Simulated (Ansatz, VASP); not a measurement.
MgS: VASP beside Ansatz

```
S Mg
1.0
     0.00000    2.83312    2.83312
     2.83312    0.00000    2.83312
     2.83312    2.83312    0.00000
S Mg
1 1
Direct
  0.25000 0.25000 0.25000
  0.00000 0.00000 0.00000
```

The cell comes from a database or a generator and needn't be the stable form of this composition.

Alike in both runs: functional r2SCAN50; k mesh 4 × 4 × 4; occupations fermi-dirac, width 0.05 eV; no spin polarisation.

|  | VASP | Ansatz |
| --- | --- | --- |
| version | VASP 6.6.1 | Ansatz 0.2.0 |
| potentials or method | VASP PAW PBE potentials, release 64 (S, Mg) | Ansatz PAW |
| plane-wave cutoff (eV) | 520 | 500 |
| valence electrons in the cell | 8 | 16 |
| task | single point | band structure |

Ansatz gave:

| Quantity | Value |
| --- | --- |
| gap on the k mesh at the Fermi level (eV) | 7.10 |
| least direct gap on the mesh (eV) | 7.10 |
| pressure (GPa) | -1.1 |

**Question.** Which values does VASP return?

**Answer.** gap on the k mesh at the Fermi level (eV): 7.14; least direct gap on the mesh (eV): 7.14; pressure (GPa): -1.5.

The two sets of potentials don't hold the same shells in valence.

Caveats: the k mesh is coarse (spacing up to 0.48 Å⁻¹), so the values aren't converged, least of all with exact exchange; the PAW data sets were made with another functional, which shifts forces and pressure a little (VASP); the PAW data sets come from PBE, with cores solved anew for the run's functional, which leaves a small shift of forces and pressure (Ansatz); the thresholds are loose for stress (Ansatz). A k mesh can miss the band edges.
